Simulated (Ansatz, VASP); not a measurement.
## SiO2: VASP beside Ansatz

```xyz
9
Lattice="4.9883 0.0000 0.0000 -2.4942 4.3200 0.0000 0.0000 0.0000 5.5905" Properties=species:S:1:pos:R:3 pbc="T T T"
Si   -1.2471    2.1600    1.8635
Si    1.2471    2.1600    3.7270
Si    2.4942    0.0000    0.0000
O     0.9470    3.4267    4.6588
O     2.4942    2.5335    2.7953
O     3.4411    0.8933    0.9318
O     1.5472    0.8933    4.6588
O     0.0000    1.7866    2.7953
O    -0.9470    3.4267    0.9318
```

Change from the starting cell: biaxial strain in the a-b plane, c and atoms relaxed: -1.0 %.

Alike in both runs: functional LDA; k mesh 6 × 6 × 4; occupations gaussian, width 0.02 eV; no spin polarisation.

Ansatz relaxed the structure, and its values are those at the end. VASP's run is a single point on that final structure, the one shown.

|  | VASP | Ansatz |
| --- | --- | --- |
| version | VASP 6.6.1 | Ansatz 0.2.0 |
| potentials or method | VASP PAW LDA potentials, release 64 (Si, O) | scalar-relativistic, plane waves, PAW |
| plane-wave cutoff (eV) | 520 | 420 |
| valence electrons in the cell | 48 | 48 |

|  | VASP | Ansatz | Ansatz less VASP |
| --- | --- | --- | --- |
| gap on the k mesh at the Fermi level (eV) | 5.49 | 5.49 | +0.003 |
| least direct gap on the mesh (eV) | 5.63 | 5.63 | 0.000 |
| pressure (GPa) | 1.5 | 0.9 | -0.61 |
| rms of the force components (eV/Å) | 0.004 | 0.000 | -0.0037 |

A k mesh can miss the band edges.
